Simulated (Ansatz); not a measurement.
Runs of Ansatz 0.2.0 on ZrS2. Symmetry: P-3m1, No. 164, trigonal system. The conventional cell has a = 3.691 Å, b = 3.691 Å, c = 6.041 Å, α = 90.00°, β = 90.00°, γ = 120.00°. Around Zr (site symmetry -3m) lie 6 S at 2.57 Å. S (site symmetry 3m) is surrounded by 3 Zr at 2.57 Å. The cell is a database's computed one.

| task | level | potentials or basis | U | k mesh | cutoff (eV) | basis error allowed | gap on the mesh (eV) | pressure (GPa) | V0 of scaled cells (Å³/atom) | B0 (GPa) | largest force (eV/Å) |
| --- | --- | --- | --- | --- | --- | --- | --- | --- | --- | --- | --- |
| band structure | PBEsol | all-electron LAPW, scalar-relativistic | - | 6 × 6 × 4 | 201 | 0.002 eV/atom | (c) | -2.5 | - | - | 0.16 |
| band structure | PBEsol | all-electron LAPW, non-relativistic | - | 8 × 8 × 5 | 201 | 0.002 eV/atom | 0.91 | -2.2 | - | - | 0.11 |
| band structure | LDA | all-electron LAPW, scalar-relativistic | - | 8 × 8 × 5 | 200 | 0.002 eV/atom | 0.94 | (a) | - | - | 0.30 |
| density of states | PBEsol+U | all-electron LAPW, scalar-relativistic | Zr d U = 6 eV | 8 × 8 × 5 | 201 | 0.002 eV/atom | 2.06 | 3.2 | - | - | 0.23 |
| density of states | PBEsol+U | all-electron LAPW, scalar-relativistic | Zr d U = 2 eV | 8 × 8 × 5 | 201 | 0.002 eV/atom | 1.25 | -0.8 | - | - | 0.04 |
| equation of state | PBEsol | all-electron LAPW, scalar-relativistic | - | 8 × 8 × 5 | - | 0.001 eV/atom | - | - | 23.10 | 94 | - |
| band structure | PBEsol | all-electron PAW datasets made for the crystal | - | 8 × 8 × 5 | 240 | - | 0.98 | -2.5 | - | - | 0.15 |
| equation of state | LDA | all-electron LAPW, scalar-relativistic | - | 8 × 8 × 5 | - | 0.002 eV/atom | - | - | 22.59 | 99 | - |
| single point | PBEsol | all-electron LAPW, scalar-relativistic | - | 8 × 8 × 5 | 218 | 0.001 eV/atom | 0.98 | -2.5 | - | - | 0.15 |
| band structure | PBE | all-electron LAPW, scalar-relativistic | - | 8 × 8 × 5 | 201 | 0.002 eV/atom | (b) | 0.5 | - | - | 0.05 |
| density of states | PBEsol+U | all-electron LAPW, scalar-relativistic | Zr d U = 8 eV | 8 × 8 × 5 | 201 | 0.002 eV/atom | 2.61 | 5.4 | - | - | 0.39 |
| density of states | PBEsol+U | all-electron LAPW, scalar-relativistic | Zr d U = 4 eV | 8 × 8 × 5 | 201 | 0.002 eV/atom | 1.61 | 1.1 | - | - | 0.09 |

Alike in all rows: no spin polarisation; cell as given; smearing fermi-dirac 0.05 eV.

Q: Estimate the missing entries.

A: (a) -4.5; (b) 1.05; (c) 1.00.

Caveats: this functional lacks dispersion, which binds the layers, so the pressure and a relaxed spacing across them are unreliable (some runs); an odd mesh through Γ misses points on the zone boundary, where band edges often lie (some runs); U is the effective U less J, on atomic orbitals that reach past the spheres (some runs); the cell was scaled at fixed shape and fractional positions, which overstates the stiffness of a crystal with free parameters, most of all of layers and chains (some runs); relativity is left out, which matters for the heavier elements (some runs).

A k mesh can miss the band edges, and the runs leave out spin-orbit coupling on Zr.

Not every run made on this cell is shown here.
